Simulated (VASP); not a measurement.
## Ga: single point with PBE

Slab: Ga, a slab with vacuum.

```
Ga
1.0
     4.51070    0.00000    0.00000
     0.00000    4.51670    0.00000
     0.00000    0.00000   24.13554
Ga
12
Direct
  0.50000 0.92150 0.31075
  0.00000 0.57850 0.31075
  0.00000 0.07850 0.37251
  0.50000 0.42150 0.37251
  0.00000 0.92150 0.46912
  0.50000 0.57850 0.46912
  0.50000 0.07850 0.53088
  0.00000 0.42150 0.53088
  0.50000 0.92150 0.62749
  0.00000 0.57850 0.62749
  0.00000 0.07850 0.68925
  0.50000 0.42150 0.68925
```

The slab is cut from a database's or a generator's crystal, which needn't be the stable form of the element.

The cell isn't the ideal one: the (0 1 0) slab of Ga, cut from the database cell, not relaxed.

```
Program             : VASP 6.6.1
Task                : single point
Functional          : PBE
Potentials or basis : VASP PAW PBE potentials, release 64 (Ga_d)
Cutoff              : 520 eV
k mesh              : 6 × 6 × 1
Occupations         : fermi-dirac, width 0.05 eV
Spin                : no spin polarisation
```

```json
{"Largest force": "0.500 eV/Å", "Band gap on the k mesh": "none (metal or under the smearing width)"}
```

Forces on the atoms (eV/Å):
```
Ga   0.000 -0.008 -0.301
Ga   0.000  0.008 -0.301
Ga   0.000  0.300 -0.347
Ga   0.000 -0.300 -0.347
Ga   0.000 -0.269  0.422
Ga   0.000  0.269  0.422
Ga   0.000  0.269 -0.422
Ga   0.000 -0.269 -0.422
Ga   0.000 -0.300  0.347
Ga   0.000  0.300  0.347
Ga   0.000  0.008  0.301
Ga   0.000 -0.008  0.301
```

Levels at points of the mesh, in eV from the Fermi level:
```
           k point  band 75  band 76  band 77  band 78  band 79  band 80  band 81  band 82
(0.00, 0.00, 0.00)    -1.79    -1.77    -1.75    -1.18    -0.17     1.34     1.47     1.58
(0.50, 0.00, 0.00)    -1.07    -1.07    -0.62    -0.62     0.84     0.84     0.95     0.95
(0.00, 0.50, 0.00)    -0.62    -0.62    -0.50    -0.50    -0.07    -0.07    -0.01    -0.01
(0.50, 0.50, 0.00)    -2.37    -2.37    -0.52    -0.52    -0.52    -0.52     1.94     1.94
```

It took 42 min on 1 thread of Intel(R) Xeon(R) Platinum 8375C CPU @ 2.90GHz (Ice Lake), with other jobs on the host, peak memory 0.76 GiB.
